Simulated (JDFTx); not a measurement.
# Ca (P6_3/mmc) in JDFTx: reference runs

Aim: a first look at Ca with PBE, on the cell as given and on a disturbed one.

Everything below comes from runs of JDFTx 1.7.0 (patched build). Logs are shortened: lines on timing, memory, paths and dates and some standing lists are left out, and cuts for length are marked. The log counts tension as positive stress, the text compression.

## (1) The crystal as given

Symmetry: P6_3/mmc, No. 194, hexagonal system. The conventional cell has a = 3.980 Å, b = 3.980 Å, c = 6.520 Å, α = 90.00°, β = 90.00°, γ = 120.00°. Around Ca (site symmetry -6m2) lie 12 Ca at 3.98 to 3.99 Å.

This isn't the form of Ca at room conditions, which is fcc.

## (2) Single point, PBE

File Ca.in:

```
lattice \
    7.5211099760    -3.7605549880     0.0000000000 \
    0.0000000000     6.5134723040     0.0000000000 \
    0.0000000000     0.0000000000    12.3210143326
coords-type Lattice
ion Ca     0.6666666667     0.3333333333     0.7500000000 1
ion Ca     0.3333333333     0.6666666667     0.2500000000 1

ion-species pseudo/Ca.upf
elec-cutoff 34 272
elec-ex-corr gga-PBE
kpoint-folding 8 8 4
elec-smearing Fermi 0.0018374661
elec-n-bands 16
electronic-SCF nIterations 100 energyDiffThreshold 1e-09
electronic-minimize nIterations 30 energyDiffThreshold 1e-7
converge-empty-states yes
forces-output-coords Cartesian

dump-name run.$VAR
dump End Ecomponents EigStats BandEigs Kpoints Forces Stress
```

Potentials or basis: PseudoDojo-SR-PBE-0.5-standard with smoothed tails.

Run with:

```sh
jdftx -c 1 -i Ca.in -o Ca.out
```

Log:

```text
*************** JDFTx 1.7.0 (patched build) ***************

Input parsed successfully to the following command list (including defaults):
[... the input with its defaults ...]

---------- Setting up symmetries ----------

Found 24 point-group symmetries of the bravais lattice
Found 24 space-group symmetries with basis
Applied RMS atom displacement 4.34232e-10 bohrs to make symmetries exact.

---------- Initializing the Grid ----------
R =
[      7.52111     -3.76055            0  ]
[            0      6.51347            0  ]
[            0            0       12.321  ]
unit cell volume = 603.589
G =
[   0.835407   0.482322         -0  ]
[          0   0.964645          0  ]
[          0         -0   0.509957  ]
Minimum fftbox size, Smin = [  56  56  92  ]
Chosen fftbox size, S = [  56  56  96  ]

---------- Initializing tighter grid for wavefunction operations ----------
R =
[      7.52111     -3.76055            0  ]
[            0      6.51347            0  ]
[            0            0       12.321  ]
unit cell volume = 603.589
G =
[   0.835407   0.482322         -0  ]
[          0   0.964645          0  ]
[          0         -0   0.509957  ]
Minimum fftbox size, Smin = [  40  40  68  ]
Chosen fftbox size, S = [  40  40  70  ]

---------- Exchange Correlation functional ----------
Initalized PBE GGA exchange.
Initalized PBE GGA correlation.

---------- Setting up pseudopotentials ----------
Width of ionic core gaussian charges (only for fluid interactions / plotting) set to 0

Reading pseudopotential file 'pseudo/Ca.upf':
  'Ca' pseudopotential, 'PBE' functional
  Generated using ONCVPSP code by D. R. Hamann
  10 valence electrons, 3 orbitals, 6 projectors, 1001 radial grid points, with lMax = 2
    3S    l: 0   occupation:  2.0   eigenvalue: -1.730591
    3P    l: 1   occupation:  6.0   eigenvalue: -1.029278
    4S    l: 0   occupation:  2.0   eigenvalue: -0.138412
  Core radius for overlap checks: 1.78 bohrs.

Initialized 1 species with 2 total atoms.

Folded 1 k-points by 8x8x4 to 256 k-points.

---------- Setting up k-points, bands, fillings ----------
Reduced to 30 k-points under symmetry.
Computing the number of bands and number of electrons
Calculating initial fillings.
nElectrons:  20.000000   nBands: 16   nStates: 30

----- Setting up reduced wavefunction bases (one per k-point) -----
average nbasis = 5715.434 , ideal nbasis = 5715.488

---------- Setting up ewald sum ----------
Optimum gaussian width for ewald sums = 3.003669 bohr.
Real space sum over 1521 unit cells with max indices [  6  6  4  ]
Reciprocal space sum over 2057 terms with max indices [  5  5  8  ]

---------- Allocating electronic variables ----------
Initializing wave functions:  linear combination of atomic orbitals
Note: number of bands (16) exceeds available atomic orbitals (10)
Ca pseudo-atom occupations:   s ( 2 2 )  p ( 6 )
	FillingsUpdate:  mu: +0.313741934  nElectrons: 20.000000
LCAOMinimize: Iter:   0  F: -73.6229839435209783  |grad|_K:  4.456e-05  alpha:  1.000e+00
	FillingsUpdate:  mu: +0.313695681  nElectrons: 20.000000
LCAOMinimize: Iter:   1  F: -73.6229910442924336  |grad|_K:  1.904e-06  alpha:  9.308e-01  linmin:  5.197e-03  cgtest: -5.870e-02
	FillingsUpdate:  mu: +0.313696630  nElectrons: 20.000000
LCAOMinimize: Iter:   2  F: -73.6229910580083811  |grad|_K:  1.141e-07  alpha:  9.916e-01  linmin: -3.905e-03  cgtest:  1.070e-01
LCAOMinimize: Encountered beta<0, resetting CG.
	FillingsUpdate:  mu: +0.313696746  nElectrons: 20.000000
LCAOMinimize: Iter:   3  F: -73.6229910580542679  |grad|_K:  4.391e-09  alpha:  9.263e-01  linmin:  2.290e-03  cgtest: -2.471e-02
LCAOMinimize: Converged (|Delta F|<1.000000e-06 for 2 iters).

-------- Electronic minimization -----------
Will mix electronic density at each iteration.
	FillingsUpdate:  mu: +0.313696746  nElectrons: 20.000000
	FillingsUpdate:  mu: +0.185803272  nElectrons: 20.000000
SCF: Cycle:  0   F: -73.762646799212362   dF: -1.397e-01   |Residual|: 3.114e-02   |deigs|: 1.371e-01
	FillingsUpdate:  mu: +0.178005120  nElectrons: 20.000000
SCF: Cycle:  1   F: -73.776102577778531   dF: -1.346e-02   |Residual|: 1.734e-02   |deigs|: 2.437e-02
	FillingsUpdate:  mu: +0.173398875  nElectrons: 20.000000
SCF: Cycle:  2   F: -73.783595745128068   dF: -7.493e-03   |Residual|: 8.116e-03   |deigs|: 1.324e-02
	FillingsUpdate:  mu: +0.171731940  nElectrons: 20.000000
SCF: Cycle:  3   F: -73.786993018071755   dF: -3.397e-03   |Residual|: 5.161e-03   |deigs|: 6.137e-03
	FillingsUpdate:  mu: +0.170561755  nElectrons: 20.000000
SCF: Cycle:  4   F: -73.788581057416962   dF: -1.588e-03   |Residual|: 6.900e-03   |deigs|: 2.678e-03
	FillingsUpdate:  mu: +0.169562142  nElectrons: 20.000000
SCF: Cycle:  5   F: -73.789111647684123   dF: -5.306e-04   |Residual|: 1.197e-02   |deigs|: 3.310e-03
	FillingsUpdate:  mu: +0.168046115  nElectrons: 20.000000
SCF: Cycle:  6   F: -73.788861611798097   dF: +2.500e-04   |Residual|: 2.454e-02   |deigs|: 6.128e-03
	FillingsUpdate:  mu: +0.171605333  nElectrons: 20.000000
SCF: Cycle:  7   F: -73.789604182944331   dF: -7.426e-04   |Residual|: 6.908e-03   |deigs|: 1.651e-02
	FillingsUpdate:  mu: +0.171697216  nElectrons: 20.000000
SCF: Cycle:  8   F: -73.789609323263718   dF: -5.140e-06   |Residual|: 8.091e-03   |deigs|: 6.563e-04
	FillingsUpdate:  mu: +0.170862440  nElectrons: 20.000000
SCF: Cycle:  9   F: -73.789710071054259   dF: -1.007e-04   |Residual|: 5.185e-04   |deigs|: 3.910e-03
	FillingsUpdate:  mu: +0.171044808  nElectrons: 20.000000
[... 25 lines left out ...]
	FillingsUpdate:  mu: +0.170832456  nElectrons: 20.000000
SCF: Cycle: 23   F: -73.789738244579226   dF: -1.098e-08   |Residual|: 1.031e-04   |deigs|: 1.114e-04
	FillingsUpdate:  mu: +0.170849173  nElectrons: 20.000000
SCF: Cycle: 24   F: -73.789738262267704   dF: -1.769e-08   |Residual|: 6.211e-05   |deigs|: 1.268e-04
	FillingsUpdate:  mu: +0.170844322  nElectrons: 20.000000
SCF: Cycle: 25   F: -73.789738272345900   dF: -1.008e-08   |Residual|: 2.220e-05   |deigs|: 8.638e-05
	FillingsUpdate:  mu: +0.170844415  nElectrons: 20.000000
SCF: Cycle: 26   F: -73.789738277058447   dF: -4.713e-09   |Residual|: 2.232e-05   |deigs|: 7.765e-05
	FillingsUpdate:  mu: +0.170844786  nElectrons: 20.000000
SCF: Cycle: 27   F: -73.789738280174703   dF: -3.116e-09   |Residual|: 2.384e-05   |deigs|: 7.930e-05
	FillingsUpdate:  mu: +0.170843580  nElectrons: 20.000000
SCF: Cycle: 28   F: -73.789738282654142   dF: -2.479e-09   |Residual|: 1.113e-05   |deigs|: 7.890e-05
	FillingsUpdate:  mu: +0.170843342  nElectrons: 20.000000
SCF: Cycle: 29   F: -73.789738284177432   dF: -1.523e-09   |Residual|: 5.046e-06   |deigs|: 7.531e-05
	FillingsUpdate:  mu: +0.170843139  nElectrons: 20.000000
SCF: Cycle: 30   F: -73.789738285133339   dF: -9.559e-10   |Residual|: 2.906e-06   |deigs|: 7.087e-05
	FillingsUpdate:  mu: +0.170843160  nElectrons: 20.000000
SCF: Cycle: 31   F: -73.789738285792552   dF: -6.592e-10   |Residual|: 3.714e-06   |deigs|: 7.310e-05
SCF: Converged (|Delta E|<1.000000e-09 for 2 iters).

Setting wave functions to eigenvectors of Hamiltonian
Converging empty states (this may take a while):
EmptyStates: None of the convergence criteria satisfied.
|deigs|: 1.241e-03

# Stress tensor in Cartesian coordinates [Eh/a0^3]:
[  3.23982e-05            0            0  ]
[            0  3.23982e-05            0  ]
[            0            0  2.38941e-05  ]

# Ionic positions in lattice coordinates:
ion Ca   0.666666666666667   0.333333333333333   0.750000000000000 1
ion Ca   0.333333333333333   0.666666666666667   0.250000000000000 1

# Forces in Cartesian coordinates:
force Ca   0.000000000000000  -0.000000000000000   0.000000000000000 1
force Ca  -0.000000000000000  -0.000000000000000   0.000000000000000 1

# Energy components:
   Eewald =      -43.0578251566479153
       EH =       20.3348298172971695
     Eloc =      -73.0695961330197008
      Enl =        6.6252319285571790
      Exc =      -14.5601736252013030
 Exc_core =        3.6346422698762280
       KE =       26.3037597883334051
-------------------------------------
     Etot =      -73.7891311108049308
       TS =        0.0006071749876212
-------------------------------------
        F =      -73.7897382857925521

IonicMinimize: Iter:   0  F: -73.789738285792552  |grad|_K:  3.627e-36
IonicMinimize: Converged (|grad|_K<1.000000e-04).

#--- Lowdin population analysis ---
# oxidation-state Ca +0.489 +0.489

Dumping 'run.eigStats' ...
	eMin: -1.380269 at state 0 ( [ +0.000000 +0.000000 +0.000000 ] spin 0 )
	HOMO: +0.167781 at state 29 ( [ +0.250000 +0.375000 +0.500000 ] spin 0 )
	mu  : +0.170843
	LUMO: +0.172579 at state 18 ( [ +0.125000 +0.250000 +0.000000 ] spin 0 )
	eMax: +0.312953 at state 12 ( [ +0.000000 +0.500000 +0.000000 ] spin 0 )
	HOMO-LUMO gap: +0.004798
	Optical gap  : +0.010467 at state 29 ( [ +0.250000 +0.375000 +0.500000 ] spin 0 )
WARNING: the last solve of the electrons (or of bands or displaced states from it) ended unconverged.
Done!
[note: the HOMO, LUMO and gaps printed at the end count levels as full or empty at half filling, so they show a gap where a level is partly filled]
```

Wall time 3.3 min (1 thread of AMD EPYC 7R43 (Zen 3), shared host); peak memory 0.2 GiB.

What came out:

```yaml
Free_energy: -2007.9211 eV
Pressure: -0.9 GPa
Band_gap_on_the_k_mesh: none (metal or under the smearing width)
```

Stress tensor (GPa, compression positive):
```
-0.95  0.00  0.00
 0.00 -0.95  0.00
 0.00  0.00 -0.70
```

Levels at points of the mesh, in eV from the Fermi level:
```tsv
k point	band 6	band 7	band 8	band 9	band 10	band 11	band 12	band 13	band 14	band 15
(0.00, 0.00, 0.00)	-23.13	-23.13	-23.12	-3.95	-1.01	-0.25	2.20	2.21	2.21	2.49
(0.00, 0.00, 0.50)	-23.13	-23.13	-23.13	-2.98	-2.98	1.36	1.36	2.20	2.20	2.20
(0.00, 0.50, 0.00)	-23.17	-23.14	-23.14	-1.11	-0.70	0.26	0.40	1.32	1.84	2.13
(0.00, 0.50, 0.50)	-23.16	-23.15	-23.15	-0.65	-0.65	0.06	0.06	1.42	1.42	2.75
```

Caveat: the empty levels aren't tightly converged; the cell was measured hot, at 723 K.

## (3) Single point, PBE (atoms moved at random, drawn with an rms of 0.05 Å)

Ca.in: that of step 2 with these lines changed.

```diff
@@ -5,4 +5,4 @@
 coords-type Lattice
-ion Ca     0.6666666667     0.3333333333     0.7500000000 1
-ion Ca     0.3333333333     0.6666666667     0.2500000000 1
+ion Ca     0.6720980000     0.3383160000     0.7552640000 1
+ion Ca     0.3334150000     0.6718980000     0.2481570000 1
```

Potentials or basis: PseudoDojo-SR-PBE-0.5-standard with smoothed tails.

Run with:

```sh
jdftx -c 1 -i Ca.in -o Ca.out
```

Log:

```text
*************** JDFTx 1.7.0 (patched build) ***************

Input parsed successfully to the following command list (including defaults):
[... the input with its defaults ...]

---------- Setting up symmetries ----------

Found 24 point-group symmetries of the bravais lattice
Found 2 space-group symmetries with basis
Applied RMS atom displacement 0 bohrs to make symmetries exact.

---------- Initializing the Grid ----------
R =
[      7.52111     -3.76055            0  ]
[            0      6.51347            0  ]
[            0            0       12.321  ]
unit cell volume = 603.589
G =
[   0.835407   0.482322         -0  ]
[          0   0.964645          0  ]
[          0         -0   0.509957  ]
Minimum fftbox size, Smin = [  56  56  92  ]
Chosen fftbox size, S = [  56  56  96  ]

---------- Initializing tighter grid for wavefunction operations ----------
R =
[      7.52111     -3.76055            0  ]
[            0      6.51347            0  ]
[            0            0       12.321  ]
unit cell volume = 603.589
G =
[... 133 lines left out ...]
[ -8.53699e-08  6.91216e-09  2.33502e-05  ]

# Ionic positions in lattice coordinates:
ion Ca   0.672098000000000   0.338316000000000   0.755264000000000 1
ion Ca   0.333415000000000   0.671898000000000   0.248157000000000 1

# Forces in Cartesian coordinates:
force Ca  -0.000152772810672   0.000003111797102  -0.001219628007670 1
force Ca   0.000152772810672  -0.000003111797102   0.001219628007670 1

# Energy components:
   Eewald =      -43.0504818740716004
       EH =       20.3424299196711509
     Eloc =      -73.0847797678971887
      Enl =        6.6251845363386943
      Exc =      -14.5602998373800894
 Exc_core =        3.6346421557535429
       KE =       26.3042297176614532
-------------------------------------
     Etot =      -73.7890751499240309
       TS =        0.0006067796235658
-------------------------------------
        F =      -73.7896819295475979

IonicMinimize: Iter:   0  F: -73.789681929547598  |grad|_K:  7.097e-04
IonicMinimize: None of the convergence criteria satisfied after 0 iterations.

#--- Lowdin population analysis ---
# oxidation-state Ca +0.489 +0.489

Dumping 'run.eigStats' ...
	eMin: -1.380251 at state 0 ( [ +0.000000 +0.000000 +0.000000 ] spin 0 )
	HOMO: +0.168208 at state 96 ( [ +0.375000 +0.375000 +0.500000 ] spin 0 )
	mu  : +0.170843
	LUMO: +0.172533 at state 70 ( [ +0.250000 -0.375000 +0.000000 ] spin 0 )
	eMax: +0.314811 at state 114 ( [ +0.500000 +0.000000 +0.000000 ] spin 0 )
	HOMO-LUMO gap: +0.004325
	Optical gap  : +0.009761 at state 96 ( [ +0.375000 +0.375000 +0.500000 ] spin 0 )
WARNING: the last solve of the electrons (or of bands or displaced states from it) ended unconverged.
Done!
[note: the HOMO, LUMO and gaps printed at the end count levels as full or empty at half filling, so they show a gap where a level is partly filled]
```

It took 15 min on 1 thread of AMD EPYC 7R43 (Zen 3), shared host; peak memory 0.66 GiB.

Results:

- Free energy: -2007.9195 eV
- Pressure: -0.9 GPa
- Largest force: 0.063 eV/Å
- Band gap on the k mesh: none (metal or under the smearing width)

Forces in eV/Å, atoms in the order of the input:
```
Ca  -0.008  0.000 -0.063
Ca   0.008  0.000  0.063
```

Levels at points of the mesh, in eV from the Fermi level:
| k point | band 8 | band 9 | band 10 | band 11 | band 12 | band 13 |
| --- | --- | --- | --- | --- | --- | --- |
| (0.00, 0.00, 0.00) | -23.12 | -3.95 | -1.01 | -0.25 | 2.20 | 2.20 |
| (0.00, 0.00, 0.50) | -23.13 | -3.01 | -2.96 | 1.30 | 1.41 | 2.19 |
| (0.00, 0.50, 0.00) | -23.14 | -1.11 | -0.70 | 0.26 | 0.40 | 1.32 |
| (0.00, 0.50, 0.50) | -23.15 | -0.65 | -0.65 | 0.06 | 0.06 | 1.38 |
| (0.50, 0.00, 0.00) | -23.14 | -1.10 | -0.71 | 0.27 | 0.40 | 1.30 |
| (0.50, 0.00, 0.50) | -23.15 | -0.66 | -0.66 | 0.06 | 0.06 | 1.38 |
| (0.50, 0.50, 0.00) | -23.14 | -1.11 | -0.70 | 0.25 | 0.39 | 1.34 |
| (0.50, 0.50, 0.50) | -23.15 | -0.65 | -0.65 | 0.05 | 0.05 | 1.39 |

Caveat: the empty levels aren't tightly converged; the cell was measured hot, at 723 K.
